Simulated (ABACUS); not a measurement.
# Sc (I4/mmm) in ABACUS: reference runs, part 2 of 2

ABACUS 3.10.1.

### 3 Equation of state, PBE, 24.24 Å³/atom (volume scaled by 0.96)

The input, INPUT:

```
INPUT_PARAMETERS
suffix              Sc
calculation         scf
basis_type          pw
pseudo_dir          ./
symmetry            1
dft_functional      pbe
ecutwfc             79
pseudo_rcut         10
nspin               1
nbands              10
ks_solver           dav
smearing_method     fd
smearing_sigma      0.00367493
scf_thr             1e-08
scf_nmax            100
mixing_type         broyden
mixing_beta         0.7
cal_force           1
cal_stress          1
kpar                4
```

The input, STRU:

```
ATOMIC_SPECIES
Sc 44.9559 Sc.upf

LATTICE_CONSTANT
1.8897261246

LATTICE_VECTORS
-1.8912941273 1.8912941273 1.6943893030
1.8912941273 -1.8912941273 1.6943893030
1.8912941273 1.8912941273 -1.6943893030

ATOMIC_POSITIONS
Direct

Sc
0.0
1
0.0000000000 0.0000000000 0.0000000000 1 1 1
```

The input, KPT:

```
K_POINTS
0
Gamma
10 10 10 0 0 0
```

Potentials or basis: PseudoDojo NC SR 0.4.1 PBE standard, plane waves.

On the command line:

```bash
OMP_NUM_THREADS=1 mpirun -np 4 abacus > log
```

Run time: 5 s. Hardware: 4 MPI ranks of Intel Xeon 6975P-C (Granite Rapids), shared host; peak memory 0.28 GiB.

Results (log left out):

| Item | Value |
| --- | --- |
| Free energy | -1316.7803 eV |
| Pressure | 1.4 GPa |
| Band gap on the k mesh | none (metal or under the smearing width) |

### 4 Equation of state, PBE, 24.75 Å³/atom (volume scaled by 0.98)

INPUT is that of step 3.

The input, STRU:

```
ATOMIC_SPECIES
Sc 44.9559 Sc.upf

LATTICE_CONSTANT
1.8897261246

LATTICE_VECTORS
-1.9043379473 1.9043379473 1.7060751157
1.9043379473 -1.9043379473 1.7060751157
1.9043379473 1.9043379473 -1.7060751157

ATOMIC_POSITIONS
Direct

Sc
0.0
1
0.0000000000 0.0000000000 0.0000000000 1 1 1
```

KPT is that of step 3.

On the command line:

```bash
OMP_NUM_THREADS=1 mpirun -np 4 abacus > log
```

It took 5.1 s on 4 MPI ranks of Intel Xeon 6975P-C (Granite Rapids), shared host; peak memory 0.28 GiB.

Results (log left out):

```yaml
Free_energy: -1316.7829 eV
Pressure: 0.2 GPa
Band_gap_on_the_k_mesh: none (metal or under the smearing width)
```

### 5 Equation of state, PBE, 25.25 Å³/atom

INPUT is that of step 4.

The input, STRU:

```
ATOMIC_SPECIES
Sc 44.9559 Sc.upf

LATTICE_CONSTANT
1.8897261246

LATTICE_VECTORS
-1.9172054859 1.9172054859 1.7176030000
1.9172054859 -1.9172054859 1.7176030000
1.9172054859 1.9172054859 -1.7176030000

ATOMIC_POSITIONS
Direct

Sc
0.0
1
0.0000000000 0.0000000000 0.0000000000 1 1 1
```

KPT is that of step 4.

On the command line:

```bash
OMP_NUM_THREADS=1 mpirun -np 4 abacus > log
```

Wall time 5 s (4 MPI ranks of Intel Xeon 6975P-C (Granite Rapids), shared host); peak memory 0.28 GiB.

It converged, with:

- Free energy: -1316.7821 eV
- Pressure: -0.8 GPa
- Band gap on the k mesh: none (metal or under the smearing width)

### 6 Equation of state, PBE, 25.76 Å³/atom (volume scaled by 1.02)

INPUT is that of step 5.

The input, STRU:

```
ATOMIC_SPECIES
Sc 44.9559 Sc.upf

LATTICE_CONSTANT
1.8897261246

LATTICE_VECTORS
-1.9299025810 1.9299025810 1.7289781858
1.9299025810 -1.9299025810 1.7289781858
1.9299025810 1.9299025810 -1.7289781858

ATOMIC_POSITIONS
Direct

Sc
0.0
1
0.0000000000 0.0000000000 0.0000000000 1 1 1
```

KPT is that of step 5.

Potentials or basis: PseudoDojo NC SR 0.4.1 PBE standard, plane waves.

On the command line:

```bash
OMP_NUM_THREADS=1 mpirun -np 4 abacus > log
```

It took 5.6 s on 4 MPI ranks of Intel Xeon 6975P-C (Granite Rapids), shared host; peak memory 0.28 GiB.

Results (log left out):

| Property | Result |
| --- | --- |
| Free energy | -1316.7782 eV |
| Pressure | -1.7 GPa |
| Band gap on the k mesh | none (metal or under the smearing width) |

### 7 Equation of state, PBE, 26.26 Å³/atom (volume scaled by 1.04)

INPUT is that of step 6.

The input, STRU:

```
ATOMIC_SPECIES
Sc 44.9559 Sc.upf

LATTICE_CONSTANT
1.8897261246

LATTICE_VECTORS
-1.9424347671 1.9424347671 1.7402056315
1.9424347671 -1.9424347671 1.7402056315
1.9424347671 1.9424347671 -1.7402056315

ATOMIC_POSITIONS
Direct

Sc
0.0
1
0.0000000000 0.0000000000 0.0000000000 1 1 1
```

KPT is that of step 6.

On the command line:

```bash
OMP_NUM_THREADS=1 mpirun -np 4 abacus > log
```

Wall time 5.7 s (4 MPI ranks of Intel Xeon 6975P-C (Granite Rapids), shared host); peak memory 0.28 GiB.

It converged, with:

- Free energy: -1316.7714 eV
- Pressure: -2.6 GPa
- Band gap on the k mesh: none (metal or under the smearing width)

### 8 Equation of state, PBE, 26.77 Å³/atom (volume scaled by 1.06)

INPUT is that of step 7.

The input, STRU:

```
ATOMIC_SPECIES
Sc 44.9559 Sc.upf

LATTICE_CONSTANT
1.8897261246

LATTICE_VECTORS
-1.9548072966 1.9548072966 1.7512900426
1.9548072966 -1.9548072966 1.7512900426
1.9548072966 1.9548072966 -1.7512900426

ATOMIC_POSITIONS
Direct

Sc
0.0
1
0.0000000000 0.0000000000 0.0000000000 1 1 1
```

KPT is that of step 7.

On the command line:

```bash
OMP_NUM_THREADS=1 mpirun -np 4 abacus > log
```

It took 5.7 s on 4 MPI ranks of Intel Xeon 6975P-C (Granite Rapids), shared host; peak memory 0.28 GiB.

Results (log left out):

| Property | Result |
| --- | --- |
| Free energy | -1316.7620 eV |
| Pressure | -3.4 GPa |
| Band gap on the k mesh | none (metal or under the smearing width) |

### 9 Equation of state, PBE

Potentials or basis: PseudoDojo NC SR 0.4.1 PBE standard, plane waves.

No new run: the results of the series are fitted here.

Results:

```yaml
Equilibrium_volume: 24.88 Å³/atom
Bulk_modulus_at_fixed_shape_and_positions: 52 GPa
Pressure_derivative_of_the_bulk_modulus: 3.1
```

Energy against volume, from the lowest point:
```
volume (Å³/atom)  energy (meV/atom)
          23.738               8.86
          24.243               2.59
          24.748               0.00
          25.253               0.79
          25.758               4.70
          26.264              11.48
          26.769              20.89
```

Caveat: the cell was scaled at fixed shape and fractional positions, which overstates the stiffness of a crystal with free parameters, most of all of layers and chains.

### 10 Single point, PBE

INPUT is that of step 8.

The input, STRU:

```
ATOMIC_SPECIES
Sc 44.9559 Sc.upf

LATTICE_CONSTANT
1.8897261246

LATTICE_VECTORS
-1.9172054859 1.9172054859 1.7176030000
1.9172054859 -1.9172054859 1.7176030000
1.9172054859 1.9172054859 -1.7176030000

ATOMIC_POSITIONS
Direct

Sc
0.0
1
0.0000000000 0.0000000000 0.0000000000 1 1 1
```

KPT is that of step 8.

On the command line:

```bash
OMP_NUM_THREADS=1 mpirun -np 4 abacus > log
```

Wall time 6.7 s (4 MPI ranks of Intel Xeon Platinum 8375C at 2.90GHz (Ice Lake), shared host); peak memory 0.28 GiB.

The run converged. Its results:

```
Free energy            : -1316.7821 eV
Pressure               : -0.8 GPa
Band gap on the k mesh : none (metal or under the smearing width)
```

Stress tensor (GPa, compression positive):
```
-1.15  0.00  0.00
 0.00 -1.15  0.00
 0.00  0.00 -0.06
```

Levels at points of the mesh, in eV from the Fermi level:
| k point | band 1 | band 2 | band 3 | band 4 | band 5 | band 6 | band 7 | band 8 | band 9 | band 10 |
| --- | --- | --- | --- | --- | --- | --- | --- | --- | --- | --- |
| (0.00, 0.00, 0.00) | -49.64 | -28.07 | -28.07 | -28.04 | -5.18 | 1.02 | 1.71 | 1.71 | 2.35 | 3.12 |
| (0.50, 0.00, 0.50) | -49.58 | -28.42 | -28.19 | -28.08 | -1.69 | 0.07 | 0.63 | 2.74 | 3.46 | 4.02 |
| (0.50, 0.50, 0.00) | -49.59 | -28.43 | -28.14 | -28.06 | -1.83 | 0.06 | 0.86 | 2.25 | 2.88 | 3.98 |
| (0.50, 0.50, 0.50) | -49.55 | -28.34 | -28.34 | -28.24 | -1.27 | -1.05 | 3.73 | 3.73 | 3.87 | 5.22 |

### 11 Single point, PBE (cell strained at random at fixed volume)

Changes to INPUT since step 10:

```diff
@@ -20,2 +20,4 @@
 cal_stress          1
-kpar                4
+out_chg             1
+out_pot             2
+out_elf             1
```

The input, STRU:

```
ATOMIC_SPECIES
Sc 44.9559 Sc.upf

LATTICE_CONSTANT
1.8897261246

LATTICE_VECTORS
-2.0016830000 1.9652080000 1.8152850000
1.9170970000 -1.8942550000 1.6416690000
1.9374800000 1.8300520000 -1.7360850000

ATOMIC_POSITIONS
Direct

Sc
0.0
1
0.0030600000 0.0053100000 -0.0057490000 1 1 1
```

KPT is that of step 10.

Potentials or basis: PseudoDojo NC SR 0.4.1 PBE standard, plane waves.

On the command line:

```bash
OMP_NUM_THREADS=1 mpirun -np 4 abacus > log
```

running log:

```text
ABACUS v3.10.1

               Atomic-orbital Based Ab-initio Computation at UStc

 ------------------------------------------------------------------------------------

 READING GENERAL INFORMATION
                           global_out_dir = OUT.Sc/
                           global_in_card = INPUT
                               pseudo_dir = ./
                              orbital_dir =
                                    DSIZE = 4
                                    GSIZE = 1

 READING UNITCELL INFORMATION
                                    ntype = 1
                  lattice constant (Bohr) = 1.88973
              lattice constant (Angstrom) = 1

 READING ATOM TYPE 1
                               atom label = Sc
                      L=0, number of zeta = 1
                      L=1, number of zeta = 1
                      L=2, number of zeta = 1
             number of atom for this type = 1

                        TOTAL ATOM NUMBER = 1
DIRECT COORDINATES
    atom                   x                   y                   z     mag                  vx                  vy                  vz
taud_Sc1            0.0030600000        0.0053100000        0.9942510000  0.0000        0.0000000000        0.0000000000        0.0000000000

                          Volume (Bohr^3) = 170.419
                             Volume (A^3) = 25.2534

 Lattice vectors: (Cartesian coordinate: in unit of a_0)
[... 300 lines left out ...]
 E_descf        0.0000000000         0.0000000000
 E_exx          0.0000000000         0.0000000000
 E_Fermi        0.6669425770         9.0742192861
----------------------------------------------------------

 charge density convergence is achieved
 final etot is -1316.7718046 eV
 EFERMI = 9.0742192861 eV
The vacuum level is 9.8948122904 eV

 STATE ENERGY(eV) AND OCCUPATIONS    NSPIN == 1
 1/504 kpoint (Cartesian) = 0.0000 0.0000 0.0000 (504 pws)
       1       -40.5733     0.00200000
       2       -19.0062     0.00200000
       3       -18.9869     0.00200000
       4       -18.9712     0.00200000
       5        3.90327     0.00200000
       6        10.0242    1.12023e-11
       7        10.5914    1.32820e-16
       8        10.9369    1.32439e-19
       9        11.5212    1.11372e-24
      10        12.2007    1.39671e-30
[... 49 lines left out ...]
 6/504 kpoint (Cartesian) = 0.0056279 0.12887 0.14213 (524 pws)
       1       -40.5183     0.00200000
       2       -19.3374     0.00200000
       3       -19.0923     0.00200000
       4       -19.0088     0.00200000
       5        7.34986     0.00200000
       6        9.06829     0.00105924
       7        9.51429    3.00990e-07
       8        11.9916    9.14277e-29
       9        12.5498    1.29514e-33
      10        13.0229    1.00687e-37

[... levels at 498 further k points ...]

------------------------------------------------------------------------------------------
 TOTAL-FORCE (eV/Angstrom)
------------------------------------------------------------------------------------------
                       Sc1         0.0000000000         0.0000000000         0.0000000000
------------------------------------------------------------------------------------------

----------------------------------------------------------------
 TOTAL-STRESS (KBAR)
----------------------------------------------------------------
        -8.5087529059        10.7846010708        13.8134040857
        10.7846010708       -14.0380916944       -11.2093566162
        13.8134040857       -11.2093566162        -1.7309091871
----------------------------------------------------------------
 TOTAL-PRESSURE: -8.092585 KBAR

 --------------------------------------------
 !FINAL_ETOT_IS -1316.7718046178792974 eV
 --------------------------------------------
```

stdout:

```text
ABACUS v3.10.1

               Atomic-orbital Based Ab-initio Computation at UStc

%%%%%%%%%%%%%%%%%%%%%%%%%%%%%%%%%%%%%%%%%%%%%%%%%%%%%%%%%%%%%%%%%%%%%%%%%%%%%%%%%%%%%%%%%%%%%%%%%%%%%%%%%
 Warning: the number of valence electrons in pseudopotential > 3 for Sc: [Ar] 3d1 4s2
[... 31 lines left out ...]
 TOTAL-STRESS (KBAR)
----------------------------------------------------------------
        -8.5087529059        10.7846010708        13.8134040857
        10.7846010708       -14.0380916944       -11.2093566162
        13.8134040857       -11.2093566162        -1.7309091871
----------------------------------------------------------------
 TOTAL-PRESSURE: -8.092585 KBAR
```

Wall time 39 s (4 MPI ranks of Intel Xeon Platinum 8375C at 2.90GHz (Ice Lake), shared host); peak memory 0.4 GiB.

Results:

```
Free energy            : -1316.7718 eV
Pressure               : -0.8 GPa
Band gap on the k mesh : none (metal or under the smearing width)
```

### 12 Overview

```csv
task,cell,gap on the mesh (eV),pressure (GPa)
equation of state,as given,-,-
single point,as given,none,-0.8
single point,cell strained at random at fixed volume,none,-0.8
```

Alike in all rows: level PBE; potentials or basis PseudoDojo NC SR 0.4.1 PBE standard, plane waves; no spin polarisation; k mesh 10 × 10 × 10; cutoff (eV) 1075; smearing fermi-dirac 0.05 eV.

Caveats: the cell was scaled at fixed shape and fractional positions, which overstates the stiffness of a crystal with free parameters, most of all of layers and chains (some runs).

Absolute energies hang on the potentials; compare differences alone.
